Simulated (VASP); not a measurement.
# Bi₂Te₃, self-consistent run: which settings are enough?

Bi₂Te₃, R-3m (no. 166), 5 atoms in the cell. PBE with TS; PAW potentials Bi_d, Te (PBE set). VASP 6.6.1.

Wanted: energy within 2 meV/atom; pressure within 0.1 GPa.

POSCAR:
```
Bi2Te3
1.0
    2.1930000000      1.2661291403     10.1656666667
   -2.1930000000      1.2661291403     10.1656666667
    0.0000000000     -2.5322582807     10.1656666667
Bi Te
2 3
Direct
    0.6000000000      0.6000000000      0.6000000000
    0.4000000000      0.4000000000      0.4000000000
    0.7905000000      0.7905000000      0.7905000000
    0.2095000000      0.2095000000      0.2095000000
    0.0000000000      0.0000000000      0.0000000000
```

## Inputs of the Tkatchenko-Scheffler term

| Inputs of the Tkatchenko-Scheffler term | Energy less reference (meV/atom) | Pressure (GPa) | SCF iterations | Time (s) |
|---|---|---|---|---|
| default | 0.0 | 0.69 | 16 | 888 |
| VDW_RADIUS = 15 | 4.9 | 0.73 | 16 | 732 |
| VDW_RADIUS = 100 | -0.1 | 0.69 | 16 | 726 |

Chosen: default; no other choice that stays within half of the tolerance saves 30 % of the time.

## The input

INCAR:
```
PREC     = Accurate       # precision mode
ENCUT    = 520            # plane-wave cutoff, eV
EDIFF    = 1E-7           # SCF threshold, eV
ISMEAR   = 0              # smearing method
SIGMA    = 0.02           # smearing width, eV
LREAL    = F              # projectors in reciprocal space
LASPH    = T              # aspherical terms in the spheres
ALGO     = Normal         # electronic algorithm
NELM     = 100            # most SCF steps
ISIF     = 2              # what is computed and relaxed
LWAVE    = F              # write WAVECAR
LCHARG   = F              # write CHGCAR
IVDW     = 2              # dispersion correction
```

KPOINTS:
```
k-points
0
Gamma
  5 5 5
```

Commands:
```
cat potpaw_PBE.64/Bi_d/POTCAR potpaw_PBE.64/Te/POTCAR > POTCAR
mpirun -np 1 vasp_std > vasp.out
```

The chosen input took VASP 6.6.1 888 s on 1 core (Intel Xeon Platinum 8259CL @ 2.50GHz (Skylake/Cascade Lake)), a shared host.
